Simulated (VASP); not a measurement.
# LiH (Fm-3m) in VASP: a series of runs

One crystal, LiH, is run at these levels: BLYP, vdW-DF2, revPBE+D2; tasks: band structure, equation of state, phonons.

Everything below comes from runs of VASP 6.6.1. Logs are shortened: lines on timing, memory, paths and dates and some standing lists are left out, and cuts for length are marked.

### 1 Starting point

The structure is cubic, space group Fm-3m (No. 225). The conventional cell has a = 4.074 Å, b = 4.074 Å, c = 4.074 Å, α = 90.00°, β = 90.00°, γ = 90.00°. Around Li (site symmetry m-3m) lie 6 H at 2.04 Å. Around H (site symmetry m-3m) lie 6 Li at 2.04 Å.

### 2 Band structure, BLYP

Input file run.py:

```python
from ase.calculators.vasp import Vasp
from ase.dft.bandgap import bandgap
from ase.io import read

atoms = read('LiH.xyz')
calc = Vasp(
    directory='calc',
    xc='blyp',
    pp='PBE',
    setups='minimal',
    prec='Accurate',
    encut=500,
    ediff=1e-07,
    ismear=0,
    sigma=0.01,
    lreal=False,
    lasph=True,
    nelm=60,
    algo='Normal',
    isif=2,
    lwave=False,
    lcharg=True,
    kpts=[11, 11, 11],
    gamma=True,
    nbands=8,
)
atoms.calc = calc

print('energy (eV):', atoms.get_potential_energy())
print('free energy (eV):', atoms.get_potential_energy(force_consistent=True))
efermi = calc.get_fermi_level()
print('Fermi level (eV):', efermi)
path = atoms.cell.bandpath(npoints=60, eps=1e-4)
print('path:', path.path)
calc.set(kpts=path.kpts, reciprocal=True, icharg=11, isym=0, lcharg=False)
calc.calculate(atoms)
print('gap on the path (eV):', bandgap(calc, efermi=efermi)[0])
print('direct gap on the path (eV):', bandgap(calc, efermi=efermi, direct=True)[0])
```

Input file LiH.xyz:

```xyz
2
Lattice="0.0000000000 2.0367500000 2.0367500000 2.0367500000 0.0000000000 2.0367500000 2.0367500000 2.0367500000 0.0000000000" Properties=species:S:1:pos:R:3 pbc="T T T"
Li     0.0000000000      0.0000000000      0.0000000000
H      2.0367500000      2.0367500000      2.0367500000
```

Potentials or basis: VASP PAW PBE potentials, release 64 (Li, H).

On the command line:

```sh
> python run.py
```

Standard output:

```text
energy (eV): -5.93662575
free energy (eV): -5.93662575
Fermi level (eV): -0.20078982
path: GXWKGLUWLK,UX
gap on the path (eV): 3.4537999999999998
direct gap on the path (eV): 3.4537999999999998
```

OUTCAR:

```text
ENCUT = 500.000000
   EDIFF = 1.00e-07
   GGA = B5
   PREC = Accurate
   ICHARG = 11
   ISIF = 2
   ISMEAR = 0
   ISYM = 0
   NELM = 60
   LASPH = .TRUE.
   LREAL = .FALSE.

 ion  position               nearest neighbor table
   1  0.000  0.000  0.000-   2 2.04   2 2.04   2 2.04   2 2.04   2 2.04   2 2.04
   2  0.500  0.500  0.500-   1 2.04   1 2.04   1 2.04   1 2.04   1 2.04   1 2.04

IMPORTANT INFORMATION: All symmetrisations will be switched off!
NOSYMM: (Re-)initialisation of all symmetry stuff for point group C_1.

----------------------------------------------------------------------------------------

                                     Primitive cell

  volume of cell :      16.8983

  direct lattice vectors                    reciprocal lattice vectors
     0.000000000  2.036750000  2.036750000    -0.245489137  0.245489137  0.245489137
     2.036750000  0.000000000  2.036750000     0.245489137 -0.245489137  0.245489137
     2.036750000  2.036750000  0.000000000     0.245489137  0.245489137 -0.245489137

  length of vectors
     2.880399473  2.880399473  2.880399473     0.425199658  0.425199658  0.425199658

  position of ions in fractional coordinates (direct lattice)
     0.000000000  0.000000000  0.000000000
     0.500000000  0.500000000  0.500000000

  ion indices of the primitive-cell ions
   primitive index   ion index
                 1           1
                 2           2

----------------------------------------------------------------------------------------

 KPOINTS: KPOINTS created by Atomic Simulation Env

Read explicit list of k-points.

 Found     60 k-points:

[... 76 lines left out ...]
 non-spin polarized calculation
 Gauss-broadening in eV      SIGMA  =   0.01
  energy-cutoff  :      500.00
  volume of cell :       16.90
 maximum number of plane-waves:       444
 NGX is ok and might be reduce to    24

 number of electron       2.0000000 magnetization

 Free energy of the ion-electron system (eV)
  ---------------------------------------------------
  ext. energy  EPLUGINS =         0.00000000
  ---------------------------------------------------
  free energy    TOTEN  =        -5.79444354 eV

  energy without entropy =       -5.79444354  energy(sigma->0) =       -5.79444354

 E-fermi :  -0.1367     XC(G=0):  -7.4857

 val. band max:       -0.2365698706   @ k =   0.5000   0.0000   0.5000
 cond. band min:       3.2171960438   @ k =   0.5000   0.0000   0.5000
 fundamental gap:      3.4537659145
 Fermi energy:        -0.1367118255

 k-point     1 :       0.0000    0.0000    0.0000
  band No.  band energies     occupation
      1      -5.2801      2.00000
      2      15.4606      0.00000
      3      17.2764      0.00000
      4      17.2764      0.00000
      5      17.2764      0.00000
      6      22.3296      0.00000
      7      22.3296      0.00000
      8      22.3296      0.00000
[... 243 lines left out ...]
 k-point    24 :       0.0375    0.0375    0.0750
  band No.  band energies     occupation
      1      -5.2155      2.00000
      2      14.9728      0.00000
      3      16.6911      0.00000
      4      17.0893      0.00000
      5      17.3542      0.00000
      6      21.7936      0.00000
      7      22.4314      0.00000
      8      23.0409      0.00000

 [... further k-points ...]

------------------------ aborting loop because EDIFF is reached ----------------------------------------

  FORCE on cell =-STRESS in cart. coord.  units (eV):
  Direction    XX          YY          ZZ          XY          YZ          ZX
  --------------------------------------------------------------------------------------
  -------------------------------------------------------------------------------------
  Total       -1.4215305      2.3902859      0.3007849      2.7926455      1.6198155      2.2794366
  in kB     -134.7794261    226.6299282     28.5182888    264.7788067    153.5794012    216.1199857
  external PRESSURE =      40.1229303 kB  Pullay stress =       0.0000000 kB

 VOLUME and BASIS-vectors are now :
 -----------------------------------------------------------------------------
  energy-cutoff  :      500.00
  volume of cell :       16.90
      direct lattice vectors                 reciprocal lattice vectors
     0.000000000  2.036750000  2.036750000    -0.245489137  0.245489137  0.245489137
     2.036750000  0.000000000  2.036750000     0.245489137 -0.245489137  0.245489137
     2.036750000  2.036750000  0.000000000     0.245489137  0.245489137 -0.245489137

 POSITION                                       TOTAL-FORCE (eV/Angst)
 -----------------------------------------------------------------------------------
      0.00000      0.00000      0.00000         0.000000     -0.000000      0.000000
      2.03675      2.03675      2.03675        -0.000000      0.000000     -0.000000
 -----------------------------------------------------------------------------------
    total drift:                               -0.000000      0.000000     -0.000000

  FREE ENERGIE OF THE ION-ELECTRON SYSTEM (eV)
  ---------------------------------------------------
  free  energy   TOTEN  =        -5.7944435430 eV

  energy  without entropy=       -5.7944435430  energy(sigma->0) =       -5.79444354
```

INCAR:

```text
AGGAC = 1.000000
AGGAX = 1.000000
ALDAC = 0.000000
ENCUT = 500.000000
SIGMA = 0.010000
ALDAX = 1.000000
EDIFF = 1.00e-07
ALGO = Normal
GGA = B5
PREC = Accurate
ICHARG = 11
ISIF = 2
ISMEAR = 0
ISYM = 0
NBANDS = 8
NELM = 60
LASPH = .TRUE.
LCHARG = .FALSE.
LWAVE = .FALSE.
LREAL = .FALSE.
```

Run time: 16 s. Hardware: 1 thread of Intel Xeon Platinum 8488C (Sapphire Rapids), shared host; peak memory 0.12 GiB.

What came out:

```
Band gap along the path : 3.45 eV, direct
```

Levels at the corners of the path, in eV from the Fermi level:
| point | band 1 | band 2 | band 3 | band 4 | band 5 |
| --- | --- | --- | --- | --- | --- |
| Γ | -5.08 | 15.66 | 17.48 | 17.48 | 17.48 |
| X | -0.04 | 3.42 | 10.77 | 10.77 | 14.40 |
| W | -0.24 | 5.62 | 5.62 | 11.64 | 17.28 |
| K | -0.48 | 4.52 | 7.76 | 11.87 | 15.94 |
| Γ | -5.08 | 15.66 | 17.48 | 17.48 | 17.48 |
| L | -2.40 | 5.21 | 13.55 | 16.27 | 16.27 |
| U | -0.48 | 4.52 | 7.76 | 11.87 | 15.94 |
| W | -0.24 | 5.62 | 5.62 | 11.64 | 17.28 |
| L | -2.40 | 5.21 | 13.55 | 16.27 | 16.27 |
| K | -0.48 | 4.52 | 7.76 | 11.87 | 15.94 |
| U | -0.48 | 4.52 | 7.76 | 11.87 | 15.94 |
| X | -0.04 | 3.42 | 10.77 | 10.77 | 14.40 |

Caveat: the log is that of the step along the path at fixed density, whose energy, stress, charges and moments have no meaning; the PAW data sets were made with another functional, which shifts forces and pressure a little.

### 3 Equation of state, vdW-DF2

Input file run.py:

```python
from ase import Atoms
from ase.calculators.vasp import Vasp
from ase.eos import EquationOfState
from ase.io import Trajectory
from ase.units import GPa

atoms = Atoms(
    ['Li', 'H'],
    cell=[[0.0, 2.03675, 2.03675], [2.03675, 0.0, 2.03675], [2.03675, 2.03675, 0.0]],
    scaled_positions=[[0.0, 0.0, 0.0], [0.5, 0.5, 0.5]],
    pbc=True,
)
calc = Vasp(
    directory='calc',
    xc='vdw-df2',
    pp='PBE',
    setups='recommended',
    prec='Accurate',
    encut=520,
    ediff=1e-06,
    ismear=0,
    sigma=0.01,
    lreal=False,
    lasph=True,
    nelm=100,
    algo='Normal',
    isif=2,
    lwave=False,
    lcharg=False,
    lmaxmix=4,
    kpts=[14, 14, 14],
    gamma=True,
)
atoms.calc = calc
cell = atoms.cell.copy()
volumes, energies = [], []
traj = Trajectory('eos.traj', 'w')
for x in [0.94, 0.96, 0.98, 1.0, 1.02, 1.04, 1.06]:
    atoms.set_cell(cell * x ** (1 / 3), scale_atoms=True)
    volumes.append(atoms.get_volume())
    energies.append(atoms.get_potential_energy())
    traj.write(atoms)
    print(f'{x:5.2f} {volumes[-1]:12.5f} {energies[-1]:14.6f}')

v0, e0, B = EquationOfState(volumes, energies, eos='sj').fit()
print(f'V0 = {v0:.4f} A^3, E0 = {e0:.6f} eV, B = {B / GPa:.2f} GPa')
```

Potentials or basis: VASP PAW PBE potentials, release 64 (Li_sv, H).

On the command line:

```sh
> python run.py
```

Wall time 2.5 min (1 thread of Intel Xeon Platinum 8488C (Sapphire Rapids), shared host); peak memory 0.26 GiB.

It converged, with:

* Equilibrium volume: 8.21 Å³/atom
* Bulk modulus: 35 GPa
* Pressure derivative of the bulk modulus: 3.1

Energy against volume, from the lowest point:
```tsv
volume (Å³/atom)	energy (meV/atom)
7.942	0.91
8.111	0.06
8.280	0.00
8.449	0.66
8.618	2.01
8.787	3.95
8.956	6.47
```

Caveat: the cutoff is under 1.25 times the usual one of these potentials, so pressure, stress and relaxed cells hold a basis-set (Pulay) error; the PAW data sets were made with another functional, which shifts forces and pressure a little.

### 4 Phonons, revPBE+D2 (atoms moved at random, drawn with an rms of 0.05 Å)

Input file POSCAR:

```
LiH
2.8804
    0.000000000000      0.707106651854      0.707106651854
    0.707106651854      0.000000000000      0.707106651854
    0.707106651854      0.707106651854      0.000000000000
Li H
1 1
Direct
    0.0122290000     -0.0038920000      0.0003880000
    0.4966860000      0.4981150000      0.5046530000
```

Input file INCAR.step1:

```
SYSTEM = LiH
ALGO = Normal
EDIFF = 1E-8
EDIFFG = -0.002
ENCUT = 600
GGA = RE
IBRION = 2
ISIF = 3
ISMEAR = 0
IVDW = 1
LASPH = .TRUE.
LCHARG = .FALSE.
LREAL = .FALSE.
LWAVE = .FALSE.
NELM = 60
NSW = 40
PREC = Accurate
SIGMA = 0.1
```

Input file INCAR.step2:

```
SYSTEM = LiH
ALGO = Normal
EDIFF = 1E-8
ENCUT = 600
GGA = RE
IBRION = 6
ISIF = 2
ISMEAR = 0
IVDW = 1
LASPH = .TRUE.
LCHARG = .FALSE.
LREAL = .FALSE.
LWAVE = .FALSE.
NELM = 60
NFREE = 2
NSW = 1
POTIM = 0.015
PREC = Accurate
SIGMA = 0.1
```

Input file KPOINTS:

```
k-points
0
G
  8 8 8
  0 0 0
```

Potentials or basis: VASP PAW PBE potentials, release 64 (Li_sv, H).

On the command line:

```sh
> cat potpaw_PBE.64/Li_sv/POTCAR potpaw_PBE.64/H/POTCAR > POTCAR
> cp INCAR.step1 INCAR
> mpirun -np 1 vasp_std > vasp.out
> cp CONTCAR POSCAR
> cp INCAR.step2 INCAR
> mpirun -np 1 vasp_std > vasp.out
```

OUTCAR:

```text
SYSTEM = LiH
   EDIFF = 1E-8
   ENCUT = 600
   GGA = RE
   IBRION = 6
   ISIF = 2
   ISMEAR = 0
   IVDW = 1
   LASPH = .TRUE.
   LREAL = .FALSE.
   NELM = 60
   NFREE = 2
   NSW = 1
   POTIM = 0.015
   PREC = Accurate
  IVDW =   1

 ion  position               nearest neighbor table
   1  0.004  0.997  0.003-
   2  0.504  0.497  0.503-

  LATTYP: Found a base centered monoclinic cell.
 ALAT       =     4.6177460095
 B/A-ratio  =     0.5774857290
 C/A-ratio  =     0.5773560531
 COS(beta)  =    -0.5772203566

  Lattice vectors:

 A1 = (   1.8852964951,  -1.8853115790,   0.0003306506)
 A2 = (   1.8852798489,   0.0003141900,  -1.8853020260)
 A3 = (   0.0002216475,   1.8852022299,   1.8852093569)

Analysis of symmetry for initial positions (statically):
=====================================================================
 Subroutine PRICEL returns:
 Original cell was already a primitive cell.

 Routine SETGRP: Setting up the symmetry group for a
 base centered monoclinic supercell.

 Subroutine GETGRP returns: Found  2 space group operations
 (whereof  1 operations were pure point group operations)
 out of a pool of  4 trial point group operations.

The static configuration has the point symmetry C_1 .
 The point group associated with its full space group is C_1h.

Analysis of symmetry for dynamics (positions and initial velocities):
=====================================================================
 Subroutine PRICEL returns:
 Original cell was already a primitive cell.

[... 163 lines left out ...]
  DFT-D2 method for vdW energy calculation

  Number of pair interactions contributing to vdW energy:  117218
[... 327 lines left out ...]
--------------------------------------- Ionic step        9  -------------------------------------------

 number of electron       3.9999999 magnetization

 Free energy of the ion-electron system (eV)
  ---------------------------------------------------
  ext. energy  EPLUGINS =         0.00000000
  ---------------------------------------------------
  free energy    TOTEN  =        -5.91193014 eV

  energy without entropy =       -5.91193014  energy(sigma->0) =       -5.91193014

 E-fermi :   1.5297     XC(G=0):  -8.9617

 val. band max:        1.0715746325   @ k =   0.0000   0.5000   0.5000
 cond. band min:       4.0284813092   @ k =   0.5000   0.5000  -0.0000
 fundamental gap:      2.9569066767
 Fermi energy:         1.5297408932

 k-point     1 :       0.0000    0.0000    0.0000
  band No.  band energies     occupation
      1     -43.2269      2.00000
      2      -5.0393      2.00000
      3      19.7109      0.00000
      4      21.2132      0.00000
      5      21.2162      0.00000
      6      21.2280      0.00000
[... 199 lines left out ...]
 k-point    24 :       0.2500    0.3750    0.0000
  band No.  band energies     occupation
      1     -43.1440      2.00000
      2      -2.2893      2.00000
      3       9.6905      0.00000
      4      12.9167      0.00000
      5      14.7627      0.00000
      6      19.9824      0.00000

 [... further k-points ...]

------------------------ aborting loop because EDIFF is reached ----------------------------------------

  DFT-D2 method for vdW energy calculation

  Number of pair interactions contributing to vdW energy:  117218
[... 27 lines left out ...]
  FREE ENERGIE OF THE ION-ELECTRON SYSTEM (eV)
  ---------------------------------------------------
  free  energy   TOTEN  =        -6.9887286353 eV

  energy  without entropy=       -6.9887286353  energy(sigma->0) =       -6.98872864

 INTERNAL STRAIN TENSORS FROM DISPLACED ATOMS
 ============================================

 INTERNAL STRAIN TENSOR FOR ION    1 for displacements in x,y,z  (eV/Angst):
          X           Y           Z          XY          YZ          ZX
  --------------------------------------------------------------------------------
  x     0.00056     0.00032     0.00032    -0.00294    -0.00010    -0.00294
  y    -0.00369    -0.00362    -0.00362    -0.00010    -0.00047    -0.00010
  z    -0.00369    -0.00362    -0.00362    -0.00010    -0.00047    -0.00010

 INTERNAL STRAIN TENSOR FOR ION    2 for displacements in x,y,z  (eV/Angst):
          X           Y           Z          XY          YZ          ZX
  --------------------------------------------------------------------------------
  x    -0.00014     0.00027     0.00027    -0.00017     0.00000    -0.00017
  y    -0.00028    -0.00060    -0.00060     0.00004     0.00004     0.00004
  z    -0.00028    -0.00060    -0.00060     0.00004     0.00004     0.00004

 Eigenvectors and eigenvalues of the dynamical matrix
 ----------------------------------------------------

   1 f  =   42.017857 THz   264.005980 2PiTHz 1401.564836 cm-1   173.771814 meV
             X         Y         Z           dx          dy          dz
      1.884829  0.013052  1.888501     0.342564    0.061000    0.061003
      1.884923  1.898456  1.888281    -0.907207   -0.161526   -0.161534
[... 21 lines left out ...]
   6 f/i=    0.003336 THz     0.020959 2PiTHz    0.111270 cm-1     0.013796 meV
             X         Y         Z           dx          dy          dz
      1.884829  0.013052  1.888501     0.934894    0.024307    0.024315
      1.884923  1.898456  1.888281     0.353020    0.009177    0.009180

 ELASTIC MODULI CONTR FROM IONIC RELAXATION (kBar)
 Direction    XX          YY          ZZ          XY          YZ          ZX
 --------------------------------------------------------------------------------
 XX          -0.0001     -0.0001     -0.0001      0.0000     -0.0000      0.0000
 YY          -0.0001     -0.0001     -0.0001     -0.0000     -0.0000     -0.0000
 ZZ          -0.0001     -0.0001     -0.0001     -0.0000     -0.0000     -0.0000
 XY           0.0000     -0.0000     -0.0000     -0.0000     -0.0000     -0.0000
 YZ          -0.0000     -0.0000     -0.0000     -0.0000     -0.0000     -0.0000
 ZX           0.0000     -0.0000     -0.0000     -0.0000     -0.0000     -0.0000
 --------------------------------------------------------------------------------
```

OSZICAR.step1:

```text
N       E                     dE             d eps       ncg     rms          rms(c)
DAV:   1    -0.944333162751E+00   -0.94433E+00   -0.15451E+03  3168   0.657E+02
DAV:   2    -0.613273772537E+01   -0.51884E+01   -0.50258E+01  4356   0.709E+01
[... 74 lines left out ...]
DAV:   1    -0.591904347801E+01   -0.11495E-02   -0.14545E-04  3576   0.133E-01    0.223E-02
DAV:   2    -0.591904330758E+01    0.17044E-06   -0.22631E-05  3432   0.539E-02    0.149E-02
DAV:   3    -0.591904204465E+01    0.12629E-05   -0.35311E-06  5436   0.154E-02    0.431E-03
DAV:   4    -0.591904190944E+01    0.13520E-06   -0.22683E-07  4446   0.561E-03    0.292E-04
DAV:   5    -0.591904196765E+01   -0.58204E-07   -0.38450E-08  3114   0.220E-03    0.205E-04
DAV:   6    -0.591904196941E+01   -0.17644E-08   -0.22264E-09  1662   0.640E-04
   8 F= -.69963277E+01 E0= -.69963277E+01  d E =-.112833E-04
```

Run time: 2 min. Hardware: 1 thread of Intel Xeon Platinum 8488C (Sapphire Rapids), shared host; peak memory 0.18 GiB.

What came out:

```yaml
Relaxed_volume: 6.70 Å³/atom
Relaxed_cell: a = 2.666 Å, b = 2.667 Å, c = 2.667 Å, α = 60.00°, β = 60.00°, γ = 60.00°
Space_group_after_relaxing_to_0.05_Å: Fm-3m (No. 225)
Highest_phonon_frequency_at_Γ_LO-TO_splitting_left_out: 1402 cm⁻¹
Dispersion_energy_per_atom: -0.538 eV
```

Step by step:
```
step  energy change (eV)  largest force (eV/Å)  pressure (GPa)  volume (Å³)
   1              0.0000                0.0751          -12.72        16.90
   2             -0.1139                0.1179           -9.56        15.31
   3             -0.1762                0.1296           -2.33        13.76
   4             -0.1789                0.1210            0.59        13.33
   5             -0.1790                0.1228            0.10        13.40
   6             -0.1801                0.0281            0.15        13.39
   7             -0.1802                0.0005            0.16        13.39
   8             -0.1802                0.0001            0.04        13.40
```

Final structure:
```
Li H
1.0
     0.00022    1.88520    1.88521
     1.88552   -0.00011    1.88554
     1.88550    1.88552   -0.00009
Li H
1 1
Direct
  0.00446 0.99711 0.00252
  0.50446 0.49711 0.50252
```

Phonon frequencies in cm⁻¹ (negative: imaginary):
| q point | frequencies |
| --- | --- |
| (0.000, 0.000, 0.000) | 0 0 0 3 1401 1402 |

Caveat: the cutoff is under 1.25 times the usual one of these potentials, so pressure, stress and relaxed cells hold a basis-set (Pulay) error; the volume moved by over 15 % at a fixed basis, so the end points are rough; the PAW data sets were made with another functional, which shifts forces and pressure a little.
